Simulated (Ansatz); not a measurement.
Sn4Se: balancing the decomposition

The calculation used Ansatz 0.2.0, DFT PBE, scalar-relativistic, plane waves, PAW. All cells share a 420 eV cutoff and Γ-centred k meshes spaced at most about 0.3 Å⁻¹ (about 0.25 or finer for metals, 2π included). No spin polarisation.

Formation energies are uncorrected and refer to the elements' standard structures at the same level. The references include grey tin.

These are static total energies at zero pressure. Weakly bound directions are ill-defined at this level, which has no dispersion term (SnSe Pnma). The reference form of Se is held partly by dispersion forces, which this level lacks.

A trial structure of Sn4Se (reached from: random cell; relaxed: space group Fd-3m (No. 227), a = 10.842 Å) has a formation energy of 0.159 eV/atom. At its composition the lowest mixture among the elements and 2 reference phases computed alike (others may be missing) consists of these:

```
      phase             source  ΔE_f (eV/atom)
 Sn (solid)            element           0.000
SnSe (Pnma)  Materials Project          -0.438
```

Question: Write the balanced decomposition and find its energy per atom, per formula unit and per mole of formula units.

Answer: Balancing Sn and Se gives Sn4Se → 3 Sn + SnSe. The left side holds 5 atoms, and the products take 3/5 (Sn) and 2/5 (SnSe) of them. The mixture therefore lies at 3/5 × (0.000) + 2/5 × (-0.438) = -0.175 eV/atom. The reaction energy is -0.175 − (0.159) = -0.334 eV/atom. Times 5 atoms that is -1.670 eV per Sn4Se, and times 96.485 it is -161 kJ per mole of Sn4Se. Decomposition is downhill, so the trial structure is unstable against this mixture.
